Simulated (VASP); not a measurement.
A run of VASP 6.6.1 is set up as follows.

The input INCAR:

```
PREC     = Accurate       # precision mode
ENCUT    = 600            # plane-wave cutoff, eV
EDIFF    = 1E-7           # SCF threshold, eV
ISMEAR   = 1              # smearing method
SIGMA    = 0.1            # smearing width, eV
LREAL    = F              # projectors in reciprocal space
LASPH    = T              # aspherical terms in the spheres
NELM     = 80             # most SCF steps
ALGO     = Normal         # electronic algorithm
ISIF     = 3              # what is computed and relaxed
LWAVE    = F              # write WAVECAR
LCHARG   = F              # write CHGCAR
METAGGA  = R2SCAN         # meta-GGA
LMIXTAU  = T            
IBRION   = 2              # ionic algorithm
NSW      = 90             # ionic steps
EDIFFG   = -0.005         # ionic threshold
```

KPOINTS

```
Automatic mesh
0
Gamma
  20 20 20
```

File POSCAR:

```
W                                       
1.0
   -1.5862354971      1.5862354971      1.5862354971
    1.5862354971     -1.5862354971      1.5862354971
    1.5862354971      1.5862354971     -1.5862354971
  W             
     1
Direct
     0.0000000000000000    0.0000000000000000    0.0000000000000000
```

Potentials or basis: VASP PAW PBE potentials, release 64 (W_sv).

Launch:

```sh
$ cat potpaw_PBE.64/W_sv/POTCAR > POTCAR
$ mpirun -np 1 vasp_std > vasp.out
```

(1) What does it give for the band gap on the k mesh?

## Answers

(1) none (metal or under the smearing width).

Caveat: the relaxation stopped at its first step, so nothing moved.
